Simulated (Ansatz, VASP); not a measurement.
KBr: VASP beside Ansatz

```
K Br
1.0
     3.39769    0.00000    0.00000
     0.00000    3.39769    0.00000
     0.00000    0.00000    3.39769
K Br
1 1
Direct
  0.00000 0.00000 0.00000
  0.50000 0.50000 0.50000
```

Change from the starting cell: volume scaled by 0.7, LAPW.

Alike in both runs: task single point; functional LDA; k mesh 11 × 11 × 11; occupations fermi-dirac, width 0.1 eV; no spin polarisation.

|  | VASP | Ansatz |
| --- | --- | --- |
| version | VASP 6.6.1 | Ansatz 0.2.0 |
| potentials or method | VASP PAW LDA potentials, release 64 (K_sv, Br), cutoff 520 eV | all-electron LAPW, scalar-relativistic |

```tsv
	VASP	Ansatz	Ansatz less VASP
gap on the k mesh at the Fermi level (eV)	4.18	4.21	+0.024
pressure (GPa)	21.3	20.7	-0.62
```

Ansatz ran all-electron here, so the differences hold the error of VASP's frozen core and of both bases.

Caveats: so large a pressure means that the cell lies far from this level's equilibrium, or that cutoff or potentials fall short (VASP); an odd mesh through Γ misses points on the zone boundary, where band edges often lie.
